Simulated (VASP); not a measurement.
## LiF (Griceite): lattice, stiffness and zone-centre modes

What lattice, stiffness and vibrations does LiF (Griceite) have at one level of theory? The starting structure is a measured crystal structure from the Crystallography Open Database. All runs use LDA.

Method: Kohn-Sham DFT with plane waves and PAW; LDA, in VASP 6.6.1.

### 1. The starting structure

The structure is cubic, space group Fm-3m (No. 225). Conventional cell: a = 4.028 Å, b = 4.028 Å, c = 4.028 Å, α = 90.00°, β = 90.00°, γ = 90.00°. Nearest to F lie 6 Li at 2.01 Å. Nearest to Li lie 6 F at 2.01 Å. Farther neighbours and most contacts between anions are not listed.

Structure file:

```cif
data_structure
_symmetry_space_group_name_H-M 'P 1'
_symmetry_Int_Tables_number 1
_cell_length_a 2.8482
_cell_length_b 2.8482
_cell_length_c 2.8482
_cell_angle_alpha 60.000
_cell_angle_beta 60.000
_cell_angle_gamma 60.000
_cell_volume 16.34
loop_
_atom_site_label
_atom_site_type_symbol
_atom_site_fract_x
_atom_site_fract_y
_atom_site_fract_z
_atom_site_occupancy
F1 F 0.50000 0.50000 0.50000 1
Li2 Li 0.00000 0.00000 0.00000 1
```

### 2. Relaxation

This run starts from the cell of an earlier relaxation, which isn't shown; the restart sets up the plane waves anew.

INCAR

```
SYSTEM = LiF
PREC = Accurate
ENCUT = 700
EDIFF = 1E-07
NELM = 100
ISMEAR = 0
SIGMA = 0.03
LREAL = .FALSE.
ALGO = Normal
GGA = CA
NBANDS = 11
LORBIT = 11
LWAVE = .FALSE.
LCHARG = .FALSE.
KPAR = 4
IBRION = 2
NSW = 50
ISIF = 3
EDIFFG = -0.002
```

POSCAR

```
LiF
1.0
    0.0000000000      1.9488258996      1.9488258996
    1.9488258996      0.0000000000      1.9488258996
    1.9488258996      1.9488258996      0.0000000000
F Li
1 1
Direct
    0.5000000000      0.5000000000      0.5000000000
    0.0000000000      0.0000000000      0.0000000000
```

KPOINTS

```
Automatic mesh
0
Gamma
10 10 10
0 0 0
```

Potentials, in the order of the species: F and Li_sv (LDA family, release 64).

On the command line:

```console
$ mpirun -np 4 vasp_std
```

What it wrote:

```text
[banner, memory and clock lines left out]
running    4 mpi-ranks, on    1 nodes
 distrk:  each k-point on    1 cores,    4 groups
 distr:  one band on    1 cores,    1 groups

 POSCAR found type information on POSCAR F Li
 POSCAR found :  2 types and       2 ions
 LDA part: xc-table for (Slater(with rela. corr.)+CA(PZ))
 , standard interpolation
 POSCAR, INCAR and KPOINTS ok, starting setup
 FFT: planning ... GRIDC
 FFT: planning ... GRID_SOFT
 FFT: planning ... GRID
 WAVECAR not read
 entering main loop
       N       E                     dE             d eps       ncg     rms          rms(c)
DAV:   1     0.394335547811E+02    0.39434E+02   -0.68071E+03  1042   0.118E+03
DAV:   2    -0.955687281263E+01   -0.48990E+02   -0.47875E+02  1178   0.223E+02
DAV:   3    -0.109790595579E+02   -0.14222E+01   -0.14148E+01  1326   0.343E+01
DAV:   4    -0.109953793905E+02   -0.16320E-01   -0.16318E-01  1228   0.405E+00
DAV:   5    -0.109955030804E+02   -0.12369E-03   -0.12369E-03  1319   0.273E-01    0.422E+00
DAV:   6    -0.105217025416E+02    0.47380E+00   -0.21993E+00  1193   0.100E+01    0.130E+00
DAV:   7    -0.105111515738E+02    0.10551E-01   -0.17764E-02  1379   0.123E+00    0.787E-01
DAV:   8    -0.105059784014E+02    0.51732E-02   -0.88553E-03  1502   0.110E+00    0.982E-02
DAV:   9    -0.105059453028E+02    0.33099E-04   -0.74495E-04  1169   0.272E-01    0.374E-02
DAV:  10    -0.105059583154E+02   -0.13013E-04   -0.30160E-05  1231   0.460E-02    0.683E-03
DAV:  11    -0.105059578849E+02    0.43053E-06   -0.14043E-06  1356   0.141E-02    0.115E-03
DAV:  12    -0.105059578822E+02    0.26314E-08   -0.26823E-07  1300   0.397E-03
   1 F= -.10505958E+02 E0= -.10505958E+02  d E =-.105060E+02
 curvature:   0.00 expect dE= 0.000E+00 dE for cont linesearch  0.000E+00
 trial: gam= 0.00000 g(F)=  0.390E-60 g(S)=  0.394E-06 ort = 0.000E+00 (trialstep = 0.100E+01)
 search vector abs. value=  0.394E-06
 reached required accuracy - stopping structural energy minimisation
```

The job ended after 1.6 s (4 MPI ranks of Intel Xeon 6975P-C (Granite Rapids), shared host; peak memory 0.45 GiB).

Lines that name or quote the potential files are left out of all logs, and their timing lines are given in words.

Parts of OUTCAR (step 2):

```text
ion  position               nearest neighbor table
   1  0.500  0.500  0.500-   2 1.95   2 1.95   2 1.95   2 1.95   2 1.95   2 1.95
   2  0.000  0.000  0.000-   1 1.95   1 1.95   1 1.95   1 1.95   1 1.95   1 1.95

  LATTYP: Found a face centered cubic cell.
 ALAT       =     3.8976517992

 Subroutine GETGRP returns: Found 48 space group operations
 (whereof 48 operations were pure point group operations)

The static configuration has the point symmetry O_h .

 Found     47 irreducible k-points:

   k-points           NKPTS =     47   k-points in BZ     NKDIM =     47   number of bands    NBANDS=     11

   dimension x,y,z NGX =    24 NGY =   24 NGZ =   24
   dimension x,y,z NGXF=    48 NGYF=   48 NGZF=   48

   ENCUT  =  700.0 eV  51.45 Ry    7.17 a.u.   5.95  5.95  5.95*2*pi/ulx,y,z

   NELECT =      10.0000    total number of electrons

 k-points in reciprocal lattice and weights: Automatic mesh
   0.00000000  0.00000000  0.00000000       0.001
   0.10000000  0.00000000  0.00000000       0.008
   0.20000000  0.00000000  0.00000000       0.008
   0.30000000  0.00000000  0.00000000       0.008
   0.40000000  0.00000000  0.00000000       0.008
   0.50000000  0.00000000  0.00000000       0.004
   0.10000000  0.10000000  0.00000000       0.006
   0.20000000  0.10000000  0.00000000       0.024
   0.30000000  0.10000000  0.00000000       0.024
[...]
-0.30000000  0.40000000  0.20000000       0.024
  -0.30000000  0.50000000  0.20000000       0.012

 average (electrostatic) potential at core
       1 -76.1063       2 -62.9008

 E-fermi :  -0.3391

 k-point     1 :       0.0000    0.0000    0.0000
  band No.  band energies     occupation
      1     -40.2263      2.00000
      2     -20.5109      2.00000
      3      -0.6575      2.00000
      4      -0.6575      2.00000
      5      -0.6575      2.00000
      6       9.1155      0.00000
      7      24.0943      0.00000
      8      24.0943      0.00000
      9      24.0947      0.00000
     10      24.2314      0.00000
    ...

 k-point     2 :       0.1000    0.0000    0.0000
  band No.  band energies     occupation
      1     -40.2163      2.00000
      2     -20.4653      2.00000
      3      -0.9835      2.00000
      4      -0.6848      2.00000
      5      -0.6848      2.00000
      6       9.3932      0.00000
      7      21.1110      0.00000
      8      22.6710      0.00000
      9      22.6710      0.00000
     10      25.3963      0.00000
    ...

 k-point     3 :       0.2000    0.0000    0.0000
  band No.  band energies     occupation
      1     -40.1901      2.00000
      2     -20.3420      2.00000
      3      -1.7691      2.00000
      4      -0.7542      2.00000
      5      -0.7542      2.00000
      6       9.9700      0.00000
      7      18.5852      0.00000
      8      21.0552      0.00000
      9      21.0552      0.00000
     10      26.6252      0.00000
    ...

  Total       -0.0023320     -0.0023320     -0.0023320      0.0000000     -0.0000000      0.0000000
  in kB       -0.2524051     -0.2524051     -0.2524051      0.0000000     -0.0000000      0.0000000
  external PRESSURE =      -0.2524051 kB  Pullay stress =       0.0000000 kB

  energy-cutoff  :      700.00
  volume of cell :       14.80
      direct lattice vectors                 reciprocal lattice vectors
     0.000000000  1.948825900  1.948825900    -0.256564735  0.256564735  0.256564735
     1.948825900  0.000000000  1.948825900     0.256564735 -0.256564735  0.256564735
     1.948825900  1.948825900  0.000000000     0.256564735  0.256564735 -0.256564735

 POSITION                                       TOTAL-FORCE (eV/Angst)
 -----------------------------------------------------------------------------------
      1.94883      1.94883      1.94883        -0.000000      0.000000      0.000000
      0.00000      0.00000      0.00000         0.000000     -0.000000     -0.000000
 -----------------------------------------------------------------------------------
    total drift:                               -0.000000     -0.000000      0.000000

  FREE ENERGIE OF THE ION-ELECTRON SYSTEM (eV)
  ---------------------------------------------------
  free  energy   TOTEN  =       -10.5059578822 eV

  energy  without entropy=      -10.5059578822  energy(sigma->0) =      -10.50595788

 reached required accuracy - stopping structural energy minimisation

 total charge
# of ion       s       p       d       tot
------------------------------------------
    1        1.716   4.408   0.000   6.124
    2        2.023   0.082   0.000   2.105
--------------------------------------------------
tot          3.739   4.490   0.000   8.229

[... 3 further parts left out ...]
```

The run keeps the 48 symmetry operations of its start, so it cannot find a distortion of lower symmetry.

The relaxed cell holds 7.401 Å³ an atom, with a = 3.898 Å (-3.2 % against the database cell). Pressures at 0.985 and 1.015 times this volume, from two more relaxations that aren't shown, give a bulk modulus of 89.2 GPa.

### 3. Elastic constants

INCAR

```
SYSTEM = LiF
PREC = Accurate
ENCUT = 1000
EDIFF = 1E-08
NELM = 100
ISMEAR = 0
SIGMA = 0.03
LREAL = .FALSE.
ALGO = Normal
GGA = CA
NBANDS = 11
LORBIT = 11
LWAVE = .FALSE.
LCHARG = .FALSE.
KPAR = 4
IBRION = 6
NFREE = 2
POTIM = 0.015
ISIF = 3
NSW = 1
```

POSCAR is that of step 2.

KPOINTS

```
Automatic mesh
0
Gamma
12 12 12
0 0 0
```

On the command line:

```console
$ mpirun -np 4 vasp_std
```

What it wrote:

```text
[... set-up lines as in an earlier step ...]
 entering main loop
       N       E                     dE             d eps       ncg     rms          rms(c)
DAV:   1     0.548501736980E+02    0.54850E+02   -0.81807E+03  1592   0.152E+03
DAV:   2    -0.881653643108E+01   -0.63667E+02   -0.61725E+02  1838   0.266E+02
DAV:   3    -0.109656328774E+02   -0.21491E+01   -0.21373E+01  2038   0.426E+01
DAV:   4    -0.109959970091E+02   -0.30364E-01   -0.30360E-01  1908   0.562E+00
[...]
DAV:  12    -0.105069734923E+02    0.12603E-08   -0.27535E-07  2291   0.409E-03    0.763E-04
DAV:  13    -0.105069734821E+02    0.10147E-07   -0.20808E-08  1686   0.137E-03    0.199E-04
DAV:  14    -0.105069734816E+02    0.47010E-09   -0.23194E-09  1179   0.528E-04
   1 F= -.10506973E+02 E0= -.10506973E+02  d E =-.113497E-13
[... from here on, the cycles between the ionic steps are left out ...]
   2 F= -.10506356E+02 E0= -.10506356E+02  d E =-.126201E-13
   3 F= -.10504141E+02 E0= -.10504141E+02  d E =-.108770E-12
   4 F= -.10506356E+02 E0= -.10506356E+02  d E =-.129011E-13
   5 F= -.10504141E+02 E0= -.10504141E+02  d E =-.112864E-12
   6 F= -.10506356E+02 E0= -.10506356E+02  d E =-.127221E-13
   7 F= -.10504141E+02 E0= -.10504141E+02  d E =-.302105E-55
   8 F= -.10506255E+02 E0= -.10506255E+02  d E =-.135209E-49
   9 F= -.10506255E+02 E0= -.10506255E+02  d E =-.133245E-49
  10 F= -.10506255E+02 E0= -.10506255E+02  d E =-.137273E-49
  11 F= -.10506255E+02 E0= -.10506255E+02  d E =-.133744E-49
  12 F= -.10506255E+02 E0= -.10506255E+02  d E =-.137356E-49
  13 F= -.10506255E+02 E0= -.10506255E+02  d E =-.133830E-49
  14 F= -.10506717E+02 E0= -.10506717E+02  d E =-.981646E-14
  15 F= -.10506717E+02 E0= -.10506717E+02  d E =-.982729E-14
  16 F= -.10506715E+02 E0= -.10506715E+02  d E =-.979730E-14
  17 F= -.10506715E+02 E0= -.10506715E+02  d E =-.984644E-14
 Finite differences progress:
  Degree of freedom:   8/  8
  Displacement:        2/  2
  Total:              16/ 16
```

Elapsed: 1.7 min, on 4 MPI ranks; peak memory 1.6 GiB; 6.8 min of CPU time.

OUTCAR, selected parts (step 3):

```text
  Total        0.0707670      0.0663147      0.0663147     -0.0000000      0.0000000     -0.0000000
  in kB        7.6593520      7.1774726      7.1774726     -0.0000000      0.0000000     -0.0000000
  external PRESSURE =       7.3380991 kB  Pullay stress =       0.0000000 kB

 POSITION                                       TOTAL-FORCE (eV/Angst)
 -----------------------------------------------------------------------------------
      1.94883      1.94883      1.94883        -0.034519      0.000000      0.000000
     -0.01500      0.00000      0.00000         0.034519      0.000000      0.000000
 -----------------------------------------------------------------------------------
    total drift:                               -0.000068     -0.000000     -0.000000

  FREE ENERGIE OF THE ION-ELECTRON SYSTEM (eV)
  ---------------------------------------------------
  free  energy   TOTEN  =       -10.5067151317 eV

  energy  without entropy=      -10.5067151317  energy(sigma->0) =      -10.50671513

[... 3 further parts left out ...]
[key lines of the parts left out:]
E-fermi :  -0.5144
```

The last energy, forces and stress in OUTCAR belong to the last displaced cell, not to that of POSCAR.

The elastic tensor has C11 = 165.4, C12 = 51.4, C44 = 69.3 GPa; its Hill averages are a bulk modulus of 89.4 and a shear modulus of 64.1 GPa.

### 4. Modes of the relaxed cell

INCAR

```
SYSTEM = LiF
PREC = Accurate
ENCUT = 700
EDIFF = 1E-08
NELM = 100
ISMEAR = 0
SIGMA = 0.03
LREAL = .FALSE.
ALGO = Normal
GGA = CA
NBANDS = 11
LORBIT = 11
LWAVE = .FALSE.
LCHARG = .FALSE.
KPAR = 4
IBRION = 8
LEPSILON = .TRUE.
LPEAD = .TRUE.
ISIF = 2
```

POSCAR is that of step 3.

KPOINTS

```
Automatic mesh
0
Gamma
18 18 18
0 0 0
```

On the command line:

```console
$ mpirun -np 4 vasp_std
```

What it wrote:

```text
[... set-up lines as in an earlier step ...]
 entering main loop
       N       E                     dE             d eps       ncg     rms          rms(c)
DAV:   1     0.401257305954E+02    0.40126E+02   -0.66261E+03  4330   0.115E+03
DAV:   2    -0.957048460341E+01   -0.49696E+02   -0.48242E+02  4937   0.227E+02
DAV:   3    -0.109768004940E+02   -0.14063E+01   -0.14004E+01  5400   0.343E+01
DAV:   4    -0.109953423446E+02   -0.18542E-01   -0.18537E-01  5155   0.415E+00
[...]
DAV:  11    -0.105059788845E+02    0.47887E-06   -0.14531E-06  5509   0.145E-02    0.118E-03
DAV:  12    -0.105059788808E+02    0.37605E-08   -0.28344E-07  5988   0.397E-03    0.749E-04
DAV:  13    -0.105059788708E+02    0.99300E-08   -0.24968E-08  4695   0.150E-03
   1 F= -.10505979E+02 E0= -.10505979E+02  d E =-.194392E-11
 Linear response reoptimize wavefunctions to high precision
DAV:   1    -0.105059788698E+02    0.10418E-08   -0.22528E-09  5423   0.476E-04
DAV:   2    -0.105059788698E+02   -0.17508E-10   -0.30091E-10  3166   0.164E-04
 Linear response to external field (no local field effect), progress :
[...]
RMM:  14    -0.510487855469E+00   -0.41125E-10    0.23857E-08 21096   0.254E-04    0.406E-07
 first order change of Fermi-energy   0.21405E+00
 force on displaced ion       1 direction 1 :  -2.353   0.000   0.000
 Born effective charge ion    1 direction 1 :  -1.037   0.000   0.000
 Linear response progress:
  Degree of freedom:   2/  2
       N       E                     dE             d eps       ncg     rms          rms(c)
RMM:   1    -0.169361441566E+00   -0.16936E+00    0.18865E+00 13588   0.158E+01
RMM:   2    -0.174786137138E+00   -0.54247E-02   -0.16397E-02 18323   0.108E+00    0.560E-02
RMM:   3    -0.174785821459E+00    0.31568E-06   -0.94188E-04 22291   0.228E-01    0.309E-02
RMM:   4    -0.174750647431E+00    0.35174E-04   -0.22295E-04 22476   0.923E-02    0.343E-03
[...]
RMM:  37    -0.174812874829E+00   -0.60962E-08   -0.39385E-07 15780   0.143E-04    0.339E-07
RMM:  38    -0.174812879085E+00   -0.42561E-08   -0.35083E-07 16331   0.139E-04    0.243E-07
RMM:  39    -0.174812885384E+00   -0.62993E-08   -0.31772E-07 16817   0.136E-04    0.706E-08
 first order change of Fermi-energy  -0.25578E+00
 force on displaced ion       2 direction 1 :  -2.348   0.000   0.000
 Born effective charge ion    2 direction 1 :   1.037   0.000   0.000
 Born effective charges drift removed
 Linear response finished
```

Run time: 85 s. Hardware: 4 MPI ranks; peak memory 2.4 GiB.

From OUTCAR (step 4):

```text
  Total       -0.0012382     -0.0012382     -0.0012382      0.0000000      0.0000000      0.0000000
  in kB       -0.1340150     -0.1340150     -0.1340150      0.0000000      0.0000000      0.0000000
  external PRESSURE =      -0.1340150 kB  Pullay stress =       0.0000000 kB

 POSITION                                       TOTAL-FORCE (eV/Angst)
 -----------------------------------------------------------------------------------
      1.94883      1.94883      1.94883         0.000000      0.000000     -0.000000
      0.00000      0.00000      0.00000        -0.000000     -0.000000      0.000000
 -----------------------------------------------------------------------------------
    total drift:                               -0.000000     -0.000000      0.000000

 MACROSCOPIC STATIC DIELECTRIC TENSOR (including local field effects in DFT)
 ------------------------------------------------------
           2.113865    -0.000000     0.000000
           0.000000     2.113865     0.000000
          -0.000000    -0.000000     2.113865
 ------------------------------------------------------

 MACROSCOPIC STATIC DIELECTRIC TENSOR IONIC CONTRIBUTION
 ------------------------------------------------------
           5.594488     0.000000    -0.000000
           0.000000     5.594488     0.000000
          -0.000000     0.000000     5.594488
 ------------------------------------------------------

[... 1 part as in an earlier step ...]

[... 1 further part left out ...]
```

The zone-centre modes at 7.401 Å³ an atom are T1u 353.2 cm⁻¹.

[end of part 1 of 2]

[Lines on the potential files, build, host, timing and source positions are cut from VASP's logs without a mark.]

[Logs are printed without paths, hosts, clocks, repeated set-up lines and the standing remarks that a program may print on its own settings, such as how far it seeks lower states.]

[Hosts, paths, dates, database ids (printed as entryN), source tags and the programs' standing remarks are cut or masked in the printed files.]
